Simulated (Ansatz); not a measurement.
# GaAs: the cost of one run

Method: DFT PBE, scalar-relativistic, plane waves, PAW, in Ansatz 0.2.0.

1 further run of the same task is left out (set aside as unsound or not needed).

## (1) The system as given

Symmetry: F-43m, No. 216, cubic system. The conventional cell has a = 5.745 Å, b = 5.745 Å, c = 5.745 Å, α = 90.00°, β = 90.00°, γ = 90.00°. Ga (site symmetry -43m) has 4 As at 2.49 Å as nearest neighbours. As (site symmetry -43m) is surrounded by 4 Ga at 2.49 Å.

Structure file:

```cif
data_structure
_symmetry_space_group_name_H-M 'P 1'
_symmetry_Int_Tables_number 1
_cell_length_a 4.0626
_cell_length_b 4.0626
_cell_length_c 4.0626
_cell_angle_alpha 60.000
_cell_angle_beta 60.000
_cell_angle_gamma 60.000
_cell_volume 47.41
loop_
_atom_site_label
_atom_site_type_symbol
_atom_site_fract_x
_atom_site_fract_y
_atom_site_fract_z
_atom_site_occupancy
Ga1 Ga 0.00000 0.00000 0.00000 1
As1 As 0.25000 0.25000 0.25000 1
```

It is the result of an earlier relaxation at this level (volume 23.71 Å³/atom; gap on the mesh: 0.16 eV).

## (2) Electronic structure at the relaxed geometry

The input, input.yaml:

```yaml
crystal:
  lattice:
    - [0.0, 2.8726922739, 2.8726922739]
    - [2.8726922739, 0.0, 2.8726922739]
    - [2.8726922739, 2.8726922739, 0.0]
  atoms:
    - { symbol: Ga, position: [0.0, 0.0, 0.0] }
    - { symbol: As, position: [0.25, 0.25, 0.25] }
basis:
  ecutwfc: 420
kpoints:
  mp_grid: { grid: [12, 12, 12] }
  band_path:
    path:
      - [[0.0, 0.0, 0.0], [-0.5, -0.5, 0.0], [-0.375, -0.375, 0.25]]
      - [[-0.375, 0.0, 0.375], [0.0, 0.0, 0.0], [0.0, 0.0, 0.5], [-0.5, -0.25, 0.25], [-0.5, -0.5, 0.0]]
    npoints: 14
hamiltonian:
  xc: pbe
scf:
  occupations: { method: gaussian, width: 0.02 }
  n_extra_bands: 6
output:
  forces: true
  stress: true
  eigenvalues: true
  populations: true
  dos: { projected: true, de: 0.02, nscf_kmesh: { grid: [18, 18, 18] } }
  bader: true
  write_density: true
  write_potential: true
  elf: true
  volumetric_format: npy
```

The run is started by

```
$ ansatz run input.yaml --threads 1 --pin off --max-ram 2560MiB --backend cpu --events-out ev --progress --plain --runs-dir out
```

Q: Estimate wall time and peak memory on 1 thread of Arm Neoverse V1, shared host.

About 40 s, with a peak of 0.37 GiB.
